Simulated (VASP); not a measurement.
# SiO2 (P6_422) in VASP: further runs, part 2 of 2

VASP 6.6.1. The steps go on from the part before.

### Step 3. Relaxation of cell and atoms, LDA

Input file INCAR:

```
SYSTEM = SiO2
ALGO = Normal
EDIFF = 1E-6
EDIFFG = -0.005
ENCUT = 600
IBRION = 2
ISIF = 3
ISMEAR = -1
LASPH = .TRUE.
LCHARG = .FALSE.
LREAL = .FALSE.
LWAVE = .FALSE.
NELM = 80
NSW = 60
PREC = Accurate
SIGMA = 0.05
```

Input file KPOINTS:

```
k-points
0
G
  5 5 4
  0 0 0
```

Input file POSCAR:

```
SiO2
1.0
    5.0605222284      0.0000000000      0.0000000000
   -2.5302611142      4.3825408062      0.0000000000
    0.0000000000      0.0000000000      5.5413533100
Si O
3 6
Direct
    0.5000000000      0.0000000000      0.0000000000
    0.5000000000      0.5000000000      0.6666666667
    0.0000000000      0.5000000000      0.3333333333
    0.2086053700      0.7913946300      0.1666666667
    0.2086053700      0.4172107400      0.5000000000
    0.4172107400      0.2086053700      0.8333333333
    0.7913946300      0.2086053700      0.1666666667
    0.7913946300      0.5827892600      0.5000000000
    0.5827892600      0.7913946300      0.8333333333
```

Potentials or basis: VASP PAW LDA potentials, release 64 (Si, O).

Run with:

```
> cat potpaw_LDA.64/Si/POTCAR potpaw_LDA.64/O/POTCAR > POTCAR
> mpirun -np 1 vasp_std > vasp.out
```

Wall time 1.9 min (1 thread of Intel Xeon Platinum 8488C (Sapphire Rapids), shared host); peak memory 0.23 GiB.

It converged, with:

| Item | Value |
| --- | --- |
| Free energy | -77.8408 eV |
| Relaxed volume | 13.52 Å³/atom |
| Relaxed cell | a = 5.043 Å, b = 5.043 Å, c = 5.526 Å, α = 90.00°, β = 90.00°, γ = 120.00° |
| Space group after relaxing (to 0.05 Å) | P6_422 (No. 181) |
| Energy gained by relaxing | 0.6 meV/atom |
| Ionic steps | 5 |
| Pressure after relaxing | 0.0 GPa |
| Band gap on the k mesh | 5.49 eV, indirect (least direct gap 5.68 eV) |

Forces on the atoms (eV/Å):
```
Si   0.000  0.000  0.000
Si   0.000  0.000  0.000
Si   0.000  0.000  0.000
O    0.002 -0.001  0.000
O    0.000  0.002  0.000
O    0.002  0.001  0.000
O   -0.002  0.001  0.000
O    0.000 -0.002  0.000
O   -0.002 -0.001  0.000
```

Stress tensor (GPa, compression positive):
```
-0.05  0.00  0.00
 0.00 -0.05  0.00
 0.00  0.00  0.05
```

The path:
| step | energy change (eV) | largest force (eV/Å) | pressure (GPa) | volume (Å³) |
| --- | --- | --- | --- | --- |
| 1 | 0.0000 | 0.0156 | -1.42 | 122.90 |
| 2 | 0.0034 | 0.1330 | 1.94 | 120.75 |
| 3 | -0.0041 | 0.0458 | -0.02 | 121.98 |
| 4 | -0.0046 | 0.0310 | -0.02 | 121.90 |
| 5 | -0.0050 | 0.0020 | -0.01 | 121.72 |

Final structure:
```yaml
crystal:
  lattice:
    - [5.04303, 0.00000, 0.00000]
    - [-2.52151, 4.36739, 0.00000]
    - [0.00000, 0.00000, 5.52643]
  atoms:
    - { symbol: Si, position: [0.50000, 0.00000, 0.00000] }
    - { symbol: Si, position: [0.50000, 0.50000, 0.66667] }
    - { symbol: Si, position: [0.00000, 0.50000, 0.33333] }
    - { symbol: O, position: [0.20792, 0.79208, 0.16667] }
    - { symbol: O, position: [0.20792, 0.41585, 0.50000] }
    - { symbol: O, position: [0.41585, 0.20792, 0.83333] }
    - { symbol: O, position: [0.79208, 0.20792, 0.16667] }
    - { symbol: O, position: [0.79208, 0.58415, 0.50000] }
    - { symbol: O, position: [0.58415, 0.79208, 0.83333] }
```

Levels at points of the mesh, in eV from the valence-band top:
| k point | band 22 | band 23 | band 24 | band 25 | band 26 | band 27 |
| --- | --- | --- | --- | --- | --- | --- |
| (0.00, 0.00, 0.00) | -0.49 | -0.49 | -0.19 | 5.49 | 8.73 | 8.73 |
| (0.00, 0.00, 0.50) | -0.28 | 0.00 | 0.00 | 7.32 | 7.32 | 8.20 |

Caveat: an odd mesh through Γ misses points on the zone boundary, where band edges often lie.

### Step 4. Relaxation of cell and atoms, PBE

Changes to INCAR since step 3:

```diff
@@ -5,2 +5,3 @@
 ENCUT = 600
+GGA = PE
 IBRION = 2
```

KPOINTS is that of step 3.

POSCAR is that of step 3.

Potentials or basis: VASP PAW PBE potentials, release 64 (Si, O).

Run with:

```
> cat potpaw_PBE.64/Si/POTCAR potpaw_PBE.64/O/POTCAR > POTCAR
> mpirun -np 1 vasp_std > vasp.out
```

Wall time 2.2 min (1 thread of Intel Xeon Platinum 8488C (Sapphire Rapids), shared host); peak memory 0.28 GiB.

It converged, with:

```
Free energy                            : -71.1419 eV
Relaxed volume                         : 14.00 Å³/atom
Relaxed cell                           : a = 5.103 Å, b = 5.103 Å, c = 5.587 Å, α = 90.00°, β = 90.00°, γ = 120.00°
Space group after relaxing (to 0.05 Å) : P6_422 (No. 181)
Energy gained by relaxing              : 5.4 meV/atom
Ionic steps                            : 6
Pressure after relaxing                : 0.1 GPa
Largest force after relaxing           : 0.003 eV/Å
Band gap on the k mesh                 : 5.56 eV, indirect (least direct gap 5.74 eV)
```

Forces on the atoms (eV/Å):
```
Si   0.000  0.000  0.000
Si   0.000  0.000  0.000
Si   0.000  0.000  0.000
O   -0.003  0.002  0.000
O    0.000 -0.003  0.000
O   -0.003 -0.002  0.000
O    0.003 -0.002  0.000
O    0.000  0.003  0.000
O    0.003  0.002  0.000
```

The path:
```tsv
step	energy change (eV)	largest force (eV/Å)	pressure (GPa)	volume (Å³)
1	0.0000	0.2328	4.83	122.90
2	0.0396	0.3062	-5.83	130.37
3	-0.0488	0.0074	-0.03	126.01
4	-0.0488	0.0032	0.07	125.95
5	-0.0489	0.0014	0.06	125.96
6	-0.0489	0.0031	0.05	125.99
```

Final structure:
```yaml
crystal:
  lattice:
    - [5.10303, 0.00000, 0.00000]
    - [-2.55151, 4.41935, 0.00000]
    - [0.00000, 0.00000, 5.58681]
  atoms:
    - { symbol: Si, position: [0.50000, 0.00000, 0.00000] }
    - { symbol: Si, position: [0.50000, 0.50000, 0.66667] }
    - { symbol: Si, position: [0.00000, 0.50000, 0.33333] }
    - { symbol: O, position: [0.20816, 0.79184, 0.16667] }
    - { symbol: O, position: [0.20816, 0.41632, 0.50000] }
    - { symbol: O, position: [0.41632, 0.20816, 0.83333] }
    - { symbol: O, position: [0.79184, 0.20816, 0.16667] }
    - { symbol: O, position: [0.79184, 0.58368, 0.50000] }
    - { symbol: O, position: [0.58368, 0.79184, 0.83333] }
```

Levels at points of the mesh, in eV from the valence-band top:
```
           k point  band 20  band 21  band 22  band 23  band 24  band 25  band 26  band 27  band 28  band 29
(0.00, 0.00, 0.00)    -0.96    -0.96    -0.44    -0.44    -0.18     5.56     8.85     8.85     9.10     9.10
(0.00, 0.00, 0.50)    -1.77    -1.11    -0.28     0.00     0.00     7.38     7.38     8.41     9.66     9.66
```

Caveat: an odd mesh through Γ misses points on the zone boundary, where band edges often lie.

### Step 5. The reference run

An earlier run on the cell as given: functional PBE; potentials or basis VASP PAW PBE potentials, release 64 (Si, O); cutoff 520 eV; k mesh 6 × 6 × 5; occupations fermi-dirac, width 0.05 eV; no spin polarisation.

* Pressure: 5.1 GPa
* Largest force: 0.235 eV/Å
* Band gap on the k mesh: 5.71 eV, indirect (least direct gap 5.91 eV)

### Step 6. Overview

```csv
task,level,potentials or basis,cell,k mesh,cutoff (eV),smearing,ladder,gap on the mesh (eV),pressure (GPa),relaxed volume (Å³/atom),largest force (eV/Å)
relaxation of cell and atoms,r2SCAN,"VASP PAW PBE potentials, release 64 (Si, O)",relaxed,6 × 6 × 4,600,gaussian 0.02 eV,gaps,6.30,-0.1,13.66,0.01
relaxation of cell and atoms,LDA,"VASP PAW LDA potentials, release 64 (Si, O)",relaxed,5 × 5 × 4,600,fermi-dirac 0.05 eV,-,5.49,0.0,13.52,-
relaxation of cell and atoms,PBE,"VASP PAW PBE potentials, release 64 (Si, O)",relaxed,5 × 5 × 4,600,fermi-dirac 0.05 eV,-,5.56,0.1,14.00,-
single point,PBE,"VASP PAW PBE potentials, release 64 (Si, O)",as given,6 × 6 × 5,520,fermi-dirac 0.05 eV,-,5.71,5.1,-,0.24
```

Alike in all rows: no spin polarisation.

Caveats: an odd mesh through Γ misses points on the zone boundary, where band edges often lie (some runs); the PAW data sets were made with another functional, which shifts forces and pressure a little (some runs).

Total energies depend on the potentials used, so only differences within one code and one set of settings carry meaning.
